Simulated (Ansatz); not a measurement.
## Calculated field gradients at the nuclei for GeSe under strain

The cell is a COD entry, relaxed with PBE at fixed cell and then changed (z compressed by 2 %, ions relaxed).

```
Ge Se
1.0
    10.82000    0.00000    0.00000
     0.00000    3.85000    0.00000
     0.00000    0.00000    4.31200
Ge Se
4 4
Direct
  0.11951 0.25000 0.10952
  0.88049 0.75000 0.89048
  0.38049 0.75000 0.60952
  0.61951 0.25000 0.39048
  0.85507 0.25000 0.49364
  0.14493 0.75000 0.50636
  0.64493 0.75000 0.99364
  0.35507 0.25000 0.00636
```

Atom numbers follow the list; atoms alike are taken as one site, whose name carries the number of the first.

Computed with Ansatz: DFT, PBE, plane waves and PAW, scalar-relativistic, 420 eV cutoff, Γ-centred 4×11×10 k-points, Fermi–Dirac smearing 0.02 eV.

C_Q = eQV_zz/h, which is 24.18 MHz for Q = 1 b and V_zz = 10²¹ V/m²; η = (V_xx − V_yy)/V_zz. ν_Q = 3|C_Q|/[2I(2I − 1)].

Ge-73: I = 9/2, Q = -196.0 mb. Q values from Pyykkö, Mol. Phys. 116, 1328 (2018).

Q: Which values are expected at the nuclei?

A: 

```csv
site,atoms (order as listed),first shell,C_Q (MHz),η,ν_Q (MHz)
Ge,"1, 2, 3, 4",3 Se at 2.59 Å; also 3 Se at 3.25–3.31 Å,27.7,0.34,1.15
```

At Ge V_zz stands upright on the plane through its three neighbours (within 10°).

Se has no stable isotope with a ground-state quadrupole moment in the table, so these sites are left out.
